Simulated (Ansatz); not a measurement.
Crystal: Al2Ru.

```
Ru Al
1.0
    -1.56042    1.56042    4.22181
     1.56042   -1.56042    4.22181
     1.56042    1.56042   -4.22181
Ru Al
1 2
Direct
  0.00000 0.00000 0.00000
  0.34080 0.34080 0.00000
  0.65920 0.65920 0.00000
```

The cell comes from a database or a generator and needn't be the stable form of this composition.

Below is the output of Ansatz 0.2.0 for this cell. Logs are shortened: lines on timing, memory, paths and dates and some standing lists are left out, and cuts for length are marked.

```text
Warning: RAYON_NUM_THREADS=2 ignored (pool sized by the plan → 2); use --threads N
The last accepted step is kept in <dir> (removed where the run ends without a failure and the disk answers)
LAPW: plane waves up to 7.937 Å⁻¹, error target 2.0e-3 eV per atom; small_component_spin mean_spin; Al in spheres of 1.130 Å, 11 of its electrons in bands, Dirac shells []; Ru in spheres of 1.377 Å, 26 of its electrons in bands, Dirac shells [] (how accurate: hamiltonian.pseudopotentials.lapw.basis_error, Limitations)
Engine: ansatz 0.2.0, aarch64-unknown-linux-gnu
Pseudopotentials: kind: all_electron
Pseudopotential: Ru, LAPW, valence charge 26, lapw/all_electron/scalar/gaussian/Ru, Koelling and Harmon's equation, gaussian nucleus
Pseudopotential: Al, LAPW, valence charge 11, lapw/all_electron/scalar/gaussian/Al, Koelling and Harmon's equation, gaussian nucleus
Functional definition: PBEsol
  exchange = pbesol_x
  correlation = pbesol_c
Crystal: 3 atoms, lattice volume = 41.119 Å³
Basis set: ecut = 240.0377784264102 eV, 327 PW (Γ), FFT grids on a1+a3, a2+a3, a3, exchange–correlation at level 2
Bands: 29, of which v1, the nominal top of the filled ones, is band 24 counted from 1 (23 counted from 0)
Symmetry: 16 space group operations
Space group: I4/mmm (ITA 139), of the structure as read, at distance tolerance 3.5e-5 Å
k-points: 163 of 1728
Non-local potential: Ru, projectors of the file, none
Non-local potential: Al, projectors of the file, none
Initial density: superposition of atomic densities (chi_scale 0.1, normalization cell, long waves kept (reshape's long-wave potential 0.00 eV rms))
Initial wavefunctions: plane waves of lowest kinetic energy (no species holds an atomic orbital)
Functional: x = pbesol(κ = 0.804, μ = 0.12345679012345678), c = pbesol(β = 0.046)
iter 1 solved again at ethr=1.37e-3 eV; its pass at ethr=1.00e-1 eV (dr2=6.56e-1 eV) is discarded
SCF iter   1: F=—  HF=-136425.015285 eV  |F-HF|=—  |Δ(HF+E_count)|=         —  Δρ=4.30e-2  dr2=6.58e-1  ethr=1.37e-3  ⟨swp⟩=2.0  Hψ=31312  notcnv=0
preconditioner: auto → none  [insulator: Δε(μ)=0.670 eV  Ē_g=8.047 eV  σ=0.050 eV  W_gap=1.00  n_scr=10 (ndim 8)  ℏωp=21.7 eV  f_vac=0.000  D(μ)=0.00/eV (n_scr^D=0)  ε∞_Penn≈8.2]
SCF iter   2: F=—  HF=-136425.887633 eV  |F-HF|=—  |Δ(HF+E_count)|=   8.72e-1  Δρ=7.04e-2  dr2=5.23e0  ethr=1.37e-3  ⟨swp⟩=3.0  Hψ=15642  notcnv=0  recentre
[... 54 lines left out ...]
SCF iter   2: F=-136424.089011 eV  HF=-136424.089011 eV  |F-HF|=3.73e-8  |Δ(HF+E_count)|=   3.81e-8  Δρ=4.76e-6  dr2=1.40e-8  ethr=2.26e-11  ⟨swp⟩=2.9  Hψ=13629  notcnv=0
SCF 5 converged in 2 iterations: F = -136424.089011 eV  dr2 = 1.40e-8
relax step   5: F+E_penalty+E_count = -136424.08901094 eV  Δ(F+E_penalty+E_count) = -8.386e-7 eV  max|allowed force component| = 4.824e-3 eV/Å  Δτ_max = 0.0000 Å  P = +9.995 GPa  Ω = 39.003 Å³  stress off target by 1.99e-2 GPa  SCF on the basis re-selected at this cell (its energy is not comparable with the rows above)  (2 SCF iters)
basis re-selected at this cell: Δ(F+E_penalty+E_count) = -8.386e-7 eV, ΔP = -0.000 GPa vs the last step (what re-selecting the basis moved, after the strain that the cell walked since its last selection, with what the two solves' SCF thresholds leave and, on support functions, any second-order correction that the steps lacked; it is no measure of the basis error at this ecutwfc). This SCF's stress stands 1.99e-2 GPa from its target on what of the cell is left free (relax.cell.stress_tol is 5.00e-2 GPa) and its largest allowed force component is 4.82e-3 eV/Å (relax.f_tol is 2.00e-2 eV/Å): within both
SCF converged after 2 iterations
Free energy (F): -136424.089011 eV
Harris-Foulkes:  -136424.089011 eV  (|F-HF|=3.73e-8)
Internal energy: -136424.087240 eV  (E = F + TS)
E sigma→0 (E₀):  -136424.088126 eV
Entropy (-TS):   -0.001771 eV (-0.590 meV/atom)
Fermi energy:    17.278099 eV
--- Per-component energies (eV) ---
  E_band       = -3498.630629
  E_kinetic    = 141358.551253
  E_xc         = -4571.237787
  E_electrostatic = -273211.400706  (all electrons and nuclei)
  E_smearing   = -0.001771  (= −TS)
  E_closure    = 0.000000  (closes the sum)
  E_atoms      = -136403.823823  (free atoms, spherical and without spin; not in F)
  Σ components = -136424.089011   (vs F -136424.089011, Δ=0.00e0)
  Basis errors (estimates in eV, not in F): energy 7.4e-4 per atom: plane waves 6.5e-4 (3.6e-4 summed), levels above the bands 9.9e-45, relativity 4.4e-9, radial functions 8.9e-5, core shells 7.4e-7; eigenvalues (radial functions only) 1.3e-6; not estimated: angular momenta, meshes, grids; target (lapw.basis_error) 2.0e-3; muffin-tin radii Al 1.110 Å, Ru 1.353 Å
--- Forces (eV/Å), atoms counted from 1 ---
  atom   1  Ru    -0.00000000     0.00000000    -0.00000000
  atom   2  Al     0.00000000    -0.00000000     0.00482436
  atom   3  Al     0.00000000     0.00000000    -0.00482436
  max |Σ_I F_I| component: 8.11e-30 eV/Å
--- Stress (GPa, compression-positive) ---
       10.002427       0.000000       0.000000
        0.000000      10.002427      -0.000000
        0.000000      -0.000000       9.980060
  P = ⅓ Tr σ = 9.9950 GPa (99.950 kbar)
--- Relaxed structure (4 steps of the walk, 4 accepted, 1 SCFs on fresh bases) ---
  F+E_penalty+E_count = -136424.08901094 eV   max|allowed force component| = 4.824e-3 eV/Å   (the final SCF, on the basis selected at the relaxed cell)
  cell:  # Å, volume = 39.0034 Å³
    - [-1.5354226917457205, 1.5354226917457205, 4.136055182873391]
    - [1.5354226917457205, -1.5354226917457205, 4.136055182873391]
    - [1.5354226917457205, 1.5354226917457205, -4.136055182873391]
  atoms:
    - { symbol: Ru, position: [1.369653685685076e-19, 1.3696536856850763e-19, 2.121344673445092e-35] }
    - { symbol: Al, position: [0.3398301506899902, 0.3398301506899902, -1.3499466103741494e-35] }
    - { symbol: Al, position: [0.6601698493100098, 0.6601698493100098, -7.713980630709425e-36] }
```

What input gives this log?

Relaxation of cell and atoms with PBEsol, no spin polarisation. The files as run (others can give the same):

input.yaml
```yaml
crystal:
  lattice:
    - [-1.56042162, 1.56042162, 4.22180559]
    - [1.56042162, -1.56042162, 4.22180559]
    - [1.56042162, 1.56042162, -4.22180559]
  atoms:
    - { symbol: Ru, position: [0.0, 0.0, 0.0] }
    - { symbol: Al, position: [0.34079781, 0.34079781, 0.0] }
    - { symbol: Al, position: [0.65920219, 0.65920219, 0.0] }
kpoints:
  mp_grid: { grid: [12, 12, 12] }
scf:
  occupations: { method: fermi_dirac, width: 0.05 }
hamiltonian:
  xc: pbesol
  pseudopotentials: { kind: all_electron, lapw: { basis_error: 0.002 } }
output:
  forces: true
  stress: true
relax:
  f_tol: 0.02
  max_steps: 60
  cell: { p_target: 10 }
```

Potentials or basis: all-electron LAPW, scalar-relativistic.
Launch:
```sh
$ ansatz run input.yaml --threads 2 --pin off --max-ram 8192MiB --backend cpu --events-out ev --progress --plain --runs-dir out
```
